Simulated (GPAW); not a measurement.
Runs of GPAW 26.7.0 on C. It takes space group P6_3/mmc (No. 194, hexagonal). The conventional cell has a = 2.522 Å, b = 2.522 Å, c = 8.237 Å, α = 90.00°, β = 90.00°, γ = 120.00°. Around C (site symmetry 3m) lie 4 C at 1.54 Å. C (site symmetry 3m) is surrounded by 4 C at 1.54 Å. This is a hexagonal form of diamond, not graphite.

| task | level | potentials or basis | cell | band path | band points | optimizer | fmax | max steps | gap on the mesh (eV) | pressure (GPa) | relaxed volume (Å³/atom) | largest force (eV/Å) |
| --- | --- | --- | --- | --- | --- | --- | --- | --- | --- | --- | --- | --- |
| band structure | revPBE | the program's PAW data sets (release 1.2.1) made for this functional, pw | as given | GMKGALHA,LM,KH | 60 | - | - | - | (a) | 6.6 | - | (b) |
| relaxation of cell and atoms | SCAN | GPAW PAW data sets (gpaw-data 1.2.1), pw | relaxed | - | - | BFGS | 0.05 eV/Å | 100 | 4.99 | 0.2 | 5.60 | 0.01 |
| relaxation of cell and atoms | revPBE+D3 | the program's PAW data sets (release 1.2.1) made for this functional, pw | relaxed | - | - | BFGS | 0.01 eV/Å | 40 | 4.53 | -0.1 | 5.70 | - |
| band structure | vdW-DF2 | GPAW PAW data sets (gpaw-data 1.2.1), pw | as given | GMKGALHA,LM,KH | 80 | - | - | - | 4.99 | - | - | 0.36 |
| relaxation of cell and atoms | BLYP+D3 | PAW data sets generated in the run's folder for this functional, pw | relaxed | - | - | BFGS | 0.05 eV/Å | 40 | 4.85 | -0.2 | 5.76 | 0.01 |

Alike in all rows: no spin polarisation; k mesh 7 × 7 × 2; cutoff (eV) 800; smearing fermi-dirac 0.05 eV.

Problem. Estimate the missing entries.

Solution. (a) 4.41; (b) 0.33.

Caveats: later steps reuse the first step's grids (some runs); an odd mesh through Γ misses points on the zone boundary, where band edges often lie (some runs); the PAW data sets were made with another functional, which shifts forces and pressure a little (some runs).

Runs at the PBE level aren't shown here.
